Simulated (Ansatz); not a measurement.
# CuCl3: the cost of one run

Program: Ansatz 0.2.0. Level of theory: DFT PBE+U (U_eff = 6 eV on Cu d), plane waves, PAW. These are calculated values, not measurements.

## (1) The starting structure

It takes space group Pm-3m (No. 221, cubic). Conventional cell: a = 4.731 Å, b = 4.731 Å, c = 4.731 Å, α = 90.00°, β = 90.00°, γ = 90.00°. Around Cu (site symmetry m-3m) lie 6 Cl at 2.37 Å. Cl (site symmetry 4/mmm) has 2 Cu at 2.37 Å in its first shell of neighbours.

Structure file:

```cif
data_structure
_symmetry_space_group_name_H-M 'P 1'
_symmetry_Int_Tables_number 1
_cell_length_a 4.7311
_cell_length_b 4.7311
_cell_length_c 4.7311
_cell_angle_alpha 90.000
_cell_angle_beta 90.000
_cell_angle_gamma 90.000
_cell_volume 105.90
loop_
_atom_site_label
_atom_site_type_symbol
_atom_site_fract_x
_atom_site_fract_y
_atom_site_fract_z
_atom_site_occupancy
Cu1 Cu 0.00000 0.00000 0.00000 1
Cl1 Cl 0.50000 0.00000 0.00000 1
Cl2 Cl 0.00000 0.00000 0.50000 1
Cl3 Cl 0.00000 0.50000 0.00000 1
```

Magnetic order typed: ferromagnetic.

An earlier series on this cell reached its lowest free state from «random orbitals: single harmonics, first filling», perhaps among other starts.

## (2) Random orbitals: single harmonics, second filling

Input file input.yaml:

```yaml
crystal:
  lattice:
    - [4.73112673, 0.0, 0.0]
    - [0.0, 4.73112673, 0.0]
    - [0.0, 0.0, 4.73112673]
  atoms:
    - { symbol: Cu, position: [0.0, 0.0, 0.0], spin: 0.3 }
    - { symbol: Cl, position: [0.5, 0.0, 0.0] }
    - { symbol: Cl, position: [0.0, 0.0, 0.5] }
    - { symbol: Cl, position: [0.0, 0.5, 0.0] }
basis:
  ecutwfc: 420
  ecutrho_ratio: 4
kpoints:
  mp_grid: { grid: [4, 4, 4] }
hamiltonian:
  xc: pbe
  hubbard:
    sites:
      - { site: 0, l: d, u_eff: 6.0, starting_ns: [{ spin: up, occupation_matrix: s0up }, { spin: down, occupation_matrix: s0down }] }
    occupation_matrices:
      s0up:
        matrix:
          - [0.97, 0.0, 0.0, 0.0, 0.0]
          - [0.0, 0.97, 0.0, 0.0, 0.0]
          - [0.0, 0.0, 0.97, 0.0, 0.0]
          - [0.0, 0.0, 0.0, 0.02, 0.0]
          - [0.0, 0.0, 0.0, 0.0, 0.97]
      s0down:
        matrix:
          - [0.97, 0.0, 0.0, 0.0, 0.0]
          - [0.0, 0.97, 0.0, 0.0, 0.0]
          - [0.0, 0.0, 0.97, 0.0, 0.0]
          - [0.0, 0.0, 0.0, 0.97, 0.0]
          - [0.0, 0.0, 0.0, 0.0, 0.02]
    ns_hold: { iters: 12 }
scf:
  occupations: { method: gaussian, width: 0.05 }
  lower_state_search: "off"
  max_iter: 150
output:
  forces: true
  stress: true
  eigenvalues: true
  populations: true
  hubbard: { sites: [{ site: 0, l: d }] }
magnetization:
  spin_polarized: true
```

The typed matrices put 0.97 on the chosen orbitals and 0.02 on the others, and are held for 12 cycles.

Launch:

```console
ansatz run input.yaml --threads 2 --pin off --max-ram 3072MiB --backend cpu --events-out ev --progress --plain --runs-dir out
```

Q: Estimate wall time and peak memory on 2 threads of Arm Neoverse N1, shared host.

About 57 s, with a peak of 0.51 GiB.
